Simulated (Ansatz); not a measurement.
Runs of Ansatz 0.2.0 on Al2Pt. The structure is cubic, space group Fm-3m (No. 225). The conventional cell has a = 5.910 Å, b = 5.910 Å, c = 5.910 Å, α = 90.00°, β = 90.00°, γ = 90.00°. Pt (site symmetry m-3m) is surrounded by 8 Al at 2.56 Å. Al (site symmetry -43m) is surrounded by 4 Pt at 2.56 Å. 

```tsv
task	level	spin	cell	points for each segment of the path	gap on the mesh (eV)	pressure (GPa)	relaxed volume (Å³/atom)
band structure	PBEsol	off	as given	14	none	(b)	-
relaxation of cell and atoms	PBEsol+D3(BJ)	off	relaxed	-	none	0.0	16.63
band structure	PBEsol	SOC, no magnetisation	as given	14	none	-1.5	-
relaxation of cell and atoms	PBEsol+D4	off	relaxed	-	none	0.0	16.83
relaxation of cell and atoms	PBEsol	off	relaxed	-	none	0.0	17.09
relaxation of cell and atoms	PBEsol+D3(BJ)-ATM	off	relaxed	-	none	0.0	(a)
```

Alike in all rows: potentials or basis Ansatz PAW; k mesh 8 × 8 × 8; cutoff (eV) 420; smearing fermi-dirac 0.05 eV.

Task: Fill in the values left out.

Result: (a) 16.70; (b) -0.9.

Caveats: the PAW data sets come from PBE, with cores solved anew for the run's functional, which leaves a small shift of forces and pressure; the plane-wave basis is chosen anew once the cell has moved, so the energies of steps on either side of that aren't comparable (some runs); pairwise dispersion overbinds metals, which lowers pressure and volume (some runs); spin-orbit coupling is left out, which moves the levels of the heavy elements (some runs).

A k mesh can miss the band edges, and rows without SOC leave out spin-orbit coupling on Pt.

A gap of «none» marks a metal or a gap under the smearing width.
